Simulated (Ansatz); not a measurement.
# Ru: the cost of one run

Program: Ansatz 0.2.0. Level of theory: DFT PBE, scalar-relativistic, plane waves, PAW. These are calculated values, not measurements.

41 further runs of the same task are left out: 41 set aside as unsound or not needed.

## 1. The system as given

The structure is cubic, space group Fm-3m (No. 225). Conventional cell: a = 3.810 Å, b = 3.810 Å, c = 3.810 Å, α = 90.00°, β = 90.00°, γ = 90.00°. Around Ru (site symmetry m-3m) lie 12 Ru at 2.69 Å.

As a file:

```xyz
1
Lattice="0.0000 1.9051 1.9051 1.9051 0.0000 1.9051 1.9051 1.9051 0.0000" Properties=species:S:1:pos:R:3 pbc="T T T"
Ru    0.0000    0.0000    0.0000
```

It is the result of an earlier relaxation at this level (volume 13.83 Å³/atom; gap on the mesh: none (metal)).

## 2. Plan of the line

The energy is mapped over two homogeneous strains (x along [1 0 0], y along [0 1 0], z along [0 0 1] of the conventional cell).

The axes are (1) equal engineering shear yz, xz and xy: 9 values from −7.00 %; (2) equal normal strain along x, y and z: 9 values from −5.00 %.

Nothing else is relaxed (symmetry fixes all fractional coordinates). Energies count from the relaxed crystal. Points are written as (first, second).

## 3. Point (−7.00 %, 0.00 %)

input.yaml

```yaml
crystal:
  lattice:
    - [-0.1333558828, 1.8384060979, 1.8384060979]
    - [1.8384060979, -0.1333558828, 1.8384060979]
    - [1.8384060979, 1.8384060979, -0.1333558828]
  atoms:
    - { symbol: Ru, position: [0.0, 0.0, 0.0] }
basis:
  ecutwfc: 420
kpoints:
  mp_grid: { grid: [20, 20, 20] }
hamiltonian:
  xc: pbe
scf:
  occupations: { method: gaussian, width: 0.15 }
output:
  forces: true
  stress: true
  eigenvalues: true
```

Started as:

```bash
$ ansatz run input.yaml --threads 1 --pin off --max-ram 2048MiB --backend cpu --events-out ev --progress --plain --runs-dir out
```

What time and memory should one allow on 1 thread of Intel Xeon 6975P-C (Granite Rapids), shared host?

About 3.3 s, with a peak of 0.44 GiB.
